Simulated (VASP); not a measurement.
Write the native input for VASP 6.6.1 that does the following.

```
Task                   : band structure
Functional             : PBE
Potentials or basis    : VASP PAW PBE potentials, release 64 (Al, As)
Cutoff                 : 520 eV
k mesh                 : 8 × 8 × 8
Occupations            : gaussian, width 0.02 eV
Spin                   : no spin polarisation
Further INCAR settings : ALGO = Normal; EDIFF = 1e-06
```

The structure of AlAs lies in POSCAR:

```
AlAs
1.0
    0.0000000000      2.8642080000      2.8642080000
    2.8642080000      0.0000000000      2.8642080000
    2.8642080000      2.8642080000      0.0000000000
Al As
1 1
Direct
    0.0000000000      0.0000000000      0.0000000000
    0.2500000000      0.2500000000      0.2500000000
```

These files were run (other wordings do the same):

INCAR

```
SYSTEM = AlAs
PREC = Accurate
ENCUT = 520
EDIFF = 1E-6
ISMEAR = 0
SIGMA = 0.02
LREAL = .False.
LASPH = .True.
NELM = 80
ALGO = Normal
ISIF = 2
LWAVE = .False.
LCHARG = .False.
GGA = PE
```

KPOINTS

```
Automatic mesh
0
Gamma
  8 8 8
  0 0 0
```

KPOINTS_OPT

```
path GXWKGLUWLK,UX
20
line-mode
reciprocal
 0.0000000000  0.0000000000  0.0000000000  G
 0.5000000000  0.0000000000  0.5000000000  X

 0.5000000000  0.0000000000  0.5000000000  X
 0.5000000000  0.2500000000  0.7500000000  W

 0.5000000000  0.2500000000  0.7500000000  W
 0.3750000000  0.3750000000  0.7500000000  K

 0.3750000000  0.3750000000  0.7500000000  K
 0.0000000000  0.0000000000  0.0000000000  G

 0.0000000000  0.0000000000  0.0000000000  G
 0.5000000000  0.5000000000  0.5000000000  L

 0.5000000000  0.5000000000  0.5000000000  L
 0.6250000000  0.2500000000  0.6250000000  U

 0.6250000000  0.2500000000  0.6250000000  U
 0.5000000000  0.2500000000  0.7500000000  W

 0.5000000000  0.2500000000  0.7500000000  W
 0.5000000000  0.5000000000  0.5000000000  L

 0.5000000000  0.5000000000  0.5000000000  L
 0.3750000000  0.3750000000  0.7500000000  K

 0.6250000000  0.2500000000  0.6250000000  U
 0.5000000000  0.0000000000  0.5000000000  X
```

Potentials or basis: VASP PAW PBE potentials, release 64 (Al, As).

Command:

```bash
$ cat potpaw_PBE.64/Al/POTCAR potpaw_PBE.64/As/POTCAR > POTCAR
$ mpirun -np 1 vasp_std > vasp.out
```

Results of the run:

```
Pressure                : 0.2 GPa
Band gap on the k mesh  : 1.50 eV, indirect (least direct gap 1.78 eV)
Band gap along the path : 1.49 eV, indirect (least direct gap 1.78 eV)
```

It took 28 s on 1 thread of AMD EPYC 9R45 (Zen 5), on a shared host, peak memory 0.14 GiB.
